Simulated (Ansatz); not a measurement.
# TiO: how settings move the results

Aim, for TiO: relax the cell with several choices of dispersion correction.

Method: DFT r2SCAN, scalar-relativistic, plane waves, PAW for the base; runs at other levels say so in their headings and inputs, in Ansatz 0.2.0.

1 further run of the same task is left out (set aside as unsound or not needed). Runs told in other sessions of the task aren't counted.

### Step 1. The starting structure

It takes space group P6_3/mmc (No. 194, hexagonal). The conventional cell has a = 2.852 Å, b = 2.852 Å, c = 5.568 Å, α = 90.00°, β = 90.00°, γ = 120.00°. Ti (site symmetry -6m2) is surrounded by 6 O at 2.16 Å. O (site symmetry -3m) is surrounded by 6 Ti at 2.16 Å.

Structure file:

```cif
data_structure
_symmetry_space_group_name_H-M 'P6_3/mmc'
_symmetry_Int_Tables_number 194
_cell_length_a 2.8516
_cell_length_b 2.8516
_cell_length_c 5.5675
_cell_angle_alpha 90.000
_cell_angle_beta 90.000
_cell_angle_gamma 120.000
_cell_volume 39.21
loop_
_atom_site_label
_atom_site_type_symbol
_atom_site_symmetry_multiplicity
_atom_site_Wyckoff_symbol
_atom_site_fract_x
_atom_site_fract_y
_atom_site_fract_z
_atom_site_occupancy
Ti1 Ti 2 c 0.33333 0.66667 0.25000 1
O1 O 2 a 0.00000 0.00000 0.00000 1
```

Source of the structure: the Materials Project (structure only). It is taken as it stands there.

### Step 2. The base input

input.yaml

```yaml
crystal:
  lattice:
    - [2.8516080131, 0.0, 0.0]
    - [-1.4258040066, 2.469564981, 0.0]
    - [0.0, 0.0, 5.567503]
  atoms:
    - { symbol: Ti, position: [0.33333333, 0.66666667, 0.25] }
    - { symbol: Ti, position: [0.66666667, 0.33333333, 0.75] }
    - { symbol: O, position: [0.0, 0.0, 0.0] }
    - { symbol: O, position: [0.0, 0.0, 0.5] }
basis:
  ecutwfc: 500
kpoints:
  mp_grid: { grid: [18, 18, 8] }
hamiltonian:
  xc: r2scan
scf:
  occupations: { method: gaussian, width: 0.1 }
output:
  forces: true
  stress: true
  eigenvalues: true
  populations: true
```

It was run beforehand and gave: -1537.8722 eV/atom at zero smearing, pressure -5.33 GPa, largest force 0.000 eV/Å, no gap on the mesh, in 8 SCF cycles and 20 s.

### Step 3. Relaxing with dispersion correction D3(BJ)

input.yaml

```yaml
crystal:
  lattice:
    - [2.8516080131, 0.0, 0.0]
    - [-1.4258040066, 2.469564981, 0.0]
    - [0.0, 0.0, 5.567503]
  atoms:
    - { symbol: Ti, position: [0.3333333333, 0.6666666667, 0.25] }
    - { symbol: Ti, position: [0.6666666667, 0.3333333333, 0.75] }
    - { symbol: O, position: [0.0, 0.0, 0.0] }
    - { symbol: O, position: [0.0, 0.0, 0.5] }
basis:
  ecutwfc: 500
kpoints:
  mp_grid: { grid: [18, 18, 8] }
hamiltonian:
  xc: r2scan
  dispersion: d3bj
scf:
  occupations: { method: gaussian, width: 0.1 }
output:
  forces: true
  stress: true
  eigenvalues: true
  write_density: true
  write_potential: true
  elf: true
  volumetric_format: npy
relax:
  adjacent_minimum: "off"
  f_tol: 0.01
  max_steps: 60
  cell: { stress_tol: 0.05 }
```

Started as:

```
ansatz run input.yaml --threads 1 --pin off --max-ram 2560MiB --backend cpu --events-out ev --progress --plain --runs-dir out
```

### Step 4. Relaxing with dispersion correction D3(BJ)+ATM

input.yaml, as its differences from that of step 3:

```diff
@@ -16,3 +16,3 @@
   xc: r2scan
-  dispersion: d3bj
+  dispersion: d3bjatm
 scf:
@@ -23,6 +23,2 @@
   eigenvalues: true
-  write_density: true
-  write_potential: true
-  elf: true
-  volumetric_format: npy
 relax:
```

### Step 5. Relaxing with dispersion correction D4

input.yaml, as its differences from that of step 4:

```diff
@@ -16,3 +16,3 @@
   xc: r2scan
-  dispersion: d3bjatm
+  dispersion: d4
 scf:
```

### Step 6. Relaxation, dispersion correction: r2SCAN, rVV10

input.yaml, as its differences from that of step 5:

```diff
@@ -16,3 +16,3 @@
   xc: r2scan
-  dispersion: d4
+  dispersion: rvv10
 scf:
```

(Steps that only read results are left out.)

Q: Predict the outcome of the series: the values and the trend.

As calculated:

| quantity | value |
| --- | --- |
| relaxed volume by dispersion correction (Å³/atom) | r2SCAN, none: 9.58; r2SCAN, D3(BJ): 9.45; r2SCAN, D3(BJ)+ATM: 9.51; r2SCAN, D4: 9.52; r2SCAN, none: 9.58; r2SCAN, rVV10: 9.51 |

**Reading.** The relaxed volumes span 1.4 %, from r2SCAN, D3(BJ) (smallest) to r2SCAN, none (largest). Spin polarisation is off in the runs that give these values; a magnetic solution could lie lower.
